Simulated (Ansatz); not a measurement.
All numbers below come from DFT PBE, scalar-relativistic, plane waves, PAW (Ansatz). Settings: cutoff 420 eV, Γ-centred meshes spaced at most about 0.3 Å⁻¹, and about 0.25 Å⁻¹ or finer for metals (2π included), Gaussian smearing. No spin polarisation.

Each guess is relaxed in cell and atoms at zero pressure, on a coarse mesh first where it starts far from rest and then on a converged one. The steps can't lower the symmetry of the start, but it can rise. Energies are static (0 K, no zero-point motion).

Two unrelaxed guesses for In4SbAs3:

A.

```yaml
crystal:
  lattice:
    - [-2.94212, 2.94212, 5.88423]
    - [2.94212, -2.94212, 5.88423]
    - [2.94212, 2.94212, -5.88423]
  atoms:
    - { symbol: In, position: [0.87500, 0.37500, 0.00000] }
    - { symbol: In, position: [0.37500, 0.87500, 0.00000] }
    - { symbol: In, position: [0.12500, 0.12500, 0.50000] }
    - { symbol: In, position: [0.62500, 0.62500, 0.50000] }
    - { symbol: Sb, position: [0.00000, 0.00000, 0.00000] }
    - { symbol: As, position: [0.75000, 0.25000, 0.50000] }
    - { symbol: As, position: [0.25000, 0.75000, 0.50000] }
    - { symbol: As, position: [0.50000, 0.50000, 0.00000] }
```

B.

```yaml
crystal:
  lattice:
    - [-2.94212, 2.94212, 5.88423]
    - [2.94212, -2.94212, 5.88423]
    - [2.94212, 2.94212, -5.88423]
  atoms:
    - { symbol: In, position: [0.12500, 0.62500, 0.00000] }
    - { symbol: In, position: [0.62500, 0.12500, 0.00000] }
    - { symbol: In, position: [0.37500, 0.37500, 0.50000] }
    - { symbol: In, position: [0.87500, 0.87500, 0.50000] }
    - { symbol: Sb, position: [0.50000, 0.50000, 0.00000] }
    - { symbol: As, position: [0.75000, 0.25000, 0.50000] }
    - { symbol: As, position: [0.25000, 0.75000, 0.50000] }
    - { symbol: As, position: [0.00000, 0.00000, 0.00000] }
```

Question: Where do they end, and which end is lower?

Answer: Both fall into one structure. A: I-42m at 25.5 Å³/atom → I-42m at 31.2 Å³/atom; B: I-42m at 25.5 Å³/atom → I-42m at 31.2 Å³/atom. Conventional cell: a = 6.301 Å, c = 12.582 Å. Around In lie 3 As at 2.68–2.70 Å and 1 Sb at 2.84 Å; Sb is surrounded by 4 In at 2.84 Å; around As on a site of symmetry -4 lie 4 In at 2.70 Å; around As on a site of symmetry -42m lie 4 In at 2.68 Å.

```xyz
8
Lattice="-3.1506 3.1506 6.2909 3.1506 -3.1506 6.2909 3.1506 3.1506 -6.2909" Properties=species:S:1:pos:R:3 pbc="T T T"
In    1.6435   -1.6435    4.6675
In   -1.6435    1.6435    4.6675
In    1.5071    1.5071    1.6234
In    1.6435    1.6435    7.9144
Sb    0.0000    0.0000    6.2909
As    0.0000    3.1506    3.1455
As    3.1506    0.0000    3.1455
As    0.0000    0.0000    0.0000
```

Ends held by symmetry can be saddle points. These runs have no spin–orbit coupling, which can matter for Sb.
